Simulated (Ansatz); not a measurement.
Moving the functional in LiF

```cif
data_structure
_symmetry_space_group_name_H-M 'P 1'
_symmetry_Int_Tables_number 1
_cell_length_a 2.8482
_cell_length_b 2.8482
_cell_length_c 2.8482
_cell_angle_alpha 60.000
_cell_angle_beta 60.000
_cell_angle_gamma 60.000
_cell_volume 16.34
loop_
_atom_site_label
_atom_site_type_symbol
_atom_site_fract_x
_atom_site_fract_y
_atom_site_fract_z
_atom_site_occupancy
F1 F 0.50000 0.50000 0.50000 1
Li1 Li 0.00000 0.00000 0.00000 1
```

Kept alike: task band structure; k mesh 11 × 11 × 11; occupations fermi-dirac, width 0.05 eV; no spin polarisation. Program: Ansatz, all-electron LAPW, scalar-relativistic. The mesh is that of the run's cell of 2 atoms. No spin-orbit coupling.

| run | band gap (eV) | pressure (GPa) |
| --- | --- | --- |
| A | 8.819 | -6.39 |
| B | 8.896 | -1.19 |
| C | 9.066 | 2.02 |

Pressure is positive in compression. Gaps are the smaller of the mesh's and the band path's.

Q: The runs differ in the functional alone: LDA; PBE; PBEsol. Which run is which?

A: Run A is LDA; run B is PBEsol; run C is PBE. The band gap runs from 8.819 (LDA) to 9.066 eV (PBE). From PBE: LDA -0.247; PBEsol -0.170. The pressure runs from -6.39 (LDA) to 2.02 GPa (PBE). From PBE: LDA -8.41; PBEsol -3.21. A positive pressure means that the functional's own cell is larger than the one given, a negative one that it is smaller.
